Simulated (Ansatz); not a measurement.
Structure relaxation of Sb

Theory: DFT PBE, scalar-relativistic, plane waves, PAW in Ansatz. Cutoff 420 eV, Γ-centred k mesh, Gaussian smearing, no spin polarisation in the final step.

Sb was placed on the beta-tin structure type (I4_1/amd, No. 141), at a guessed volume.

```xyz
2
Lattice="-3.0415 3.0415 1.6592 3.0415 -3.0415 1.6592 3.0415 3.0415 -1.6592" Properties=species:S:1:pos:R:3 pbc="T T T"
Sb    0.0000    0.0000    0.0000
Sb    0.0000    3.0415    0.8296
```

Steps on the 18×18×18 mesh (2 atoms). 5 of 5 steps are shown, and the free energy counts from the last. Trial steps that were taken back and renewals of the plane-wave basis can be among the rows.

```tsv
step	ΔF (meV/atom)	V (Å³/atom)	P (GPa)
1	11.8	30.70	-1.94
2	1.7	29.12	0.78
3	0.0	29.44	0.12
4	-0.3	29.50	-0.01
5	0.0	29.50	0.00
```

A final relaxation ran on a 18×18×18 mesh. The relaxed crystal, I4_1/amd (No. 141):

Space group I4_1/amd:1 (No. 141). a = 6.071 Å, b = 6.071 Å, c = 3.202 Å, α = 90.00°, β = 90.00°, γ = 90.00°
```
atom site symmetry x y z
  Sb    4a      -4m2  0.0000  0.0000  0.0000
```

```json
{
 "Volume per atom": "29.50 Å³",
 "Density": "6.85 g/cm³",
 "Energy over the standard structure": "0.12 eV/atom",
 "Gap on the 18×18×18 mesh": "0 eV (a metal)"
}
```

Energies count from the standard state of Sb at the same level.

The final run used a 18×18×18 mesh on its 2-atom cell and 0.10 eV smearing. The k mesh leaves about 4 meV/atom of noise in metals. Spin–orbit coupling is left out.

Symmetry constrained the relaxation, so the result can be a saddle point.